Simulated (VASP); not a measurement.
Here is a VASP 6.6.1 calculation.

INCAR

```
SYSTEM = H
ALGO = Normal ; EDIFF = 1E-6
ENCUT = 520 ; GGA = PE
ISIF = 2 ; ISMEAR = -1
LASPH = .True. ; LCHARG = .False.
LREAL = Auto ; LWAVE = .False.
NBANDS = 30 ; NELECT = 12.0
NELM = 100 ; PREC = Accurate
SIGMA = 0.02
```

KPOINTS

```
k-points
0
Gamma
  1 1 1
  0 0 0
```

Contents of POSCAR:

```
H
1.0
    6.6038540000      0.0000000000      0.0000000000
    0.0000000000      6.6038540000      0.0000000000
    0.0000000000      0.0000000000      6.6038540000
H
24
Direct
    0.7727911610      0.7662192411      0.9229307613
    1.0619102118      0.7330265024      0.7483357446
    0.3101976513      0.9699790456      0.9881805382
    0.3365307592      0.6737732239      1.0823831054
    0.9582283315      0.3669372460      0.6162764955
    1.3939587399      0.6017092443      0.7015600284
    0.9877868287      0.0745322353      1.0750843371
    0.7781668099      0.3074265421      0.8172197629
    0.3893029737      1.2466205340     -0.0324658904
    0.2692670068      0.9471590377      0.1513358714
    0.6408530534      0.3862441538      0.1260930360
    0.6656870367      0.6034203663     -0.0212300272
    0.4833692568      0.4916977268      0.5768449757
    0.4014625399      0.6922624274      0.8071498855
   -0.2670258912      0.3073356861      0.1291064279
    0.1371623298      0.5091572285      0.1824540639
    0.3744480117      1.1345496130      0.6555868740
    0.6614016603      0.9589097518      0.6327517235
    0.6739095080      0.6087051591      0.3213123730
    0.7382810098      1.0874861861      0.3489931788
    0.8999290414      0.0544227659      0.6700784118
    1.2950165161     -0.0676574618      0.3742208716
    0.5386551550      0.2405262139      0.3366367579
    0.5060832659      0.5474984759      0.4714822587
```

Potentials or basis: VASP PAW PBE potentials, release 64 (H).

The run is started by

```sh
$ cat potpaw_PBE.64/H/POTCAR > POTCAR
$ mpirun -np 1 vasp_gam > vasp.out
```

Task: What does it give for the largest force?

Result: 2.361 eV/Å.

Task: What does it give for the band gap on the k mesh?

Result: 0.10 eV, direct.

Forces in eV/Å, atoms in the order of the input:
```
H   -0.807 -1.019  0.557
H    0.203 -0.405 -0.632
H   -0.325 -0.717  2.226
H    0.916  1.223 -1.471
H    0.126 -0.122 -0.436
H   -0.185  0.098  0.071
H    0.366 -0.412  0.270
H    0.183 -0.226 -0.587
H    0.090  0.015  0.292
H    0.362  0.160 -1.308
H   -1.355  0.968  0.224
H    0.779  0.547 -0.247
H    0.238 -0.556  0.705
H   -0.124 -0.212  0.436
H    0.521 -0.734  0.679
H   -1.311 -0.375  0.982
H   -0.031  0.182 -0.332
H    0.773  0.342 -0.105
H   -0.039  0.002  1.138
H   -0.296 -0.055  0.480
H   -0.804  0.411 -0.319
H   -0.488 -0.338 -0.791
H    0.680  0.201 -0.385
H    0.529  1.022 -1.449
```

Caveat: the cell carries a net charge on a neutralising background, which shifts energy and pressure; the cell is charged against a uniform background, so pressure and absolute levels hang on convention. As with any semilocal functional, this PBE gap is likely too small.
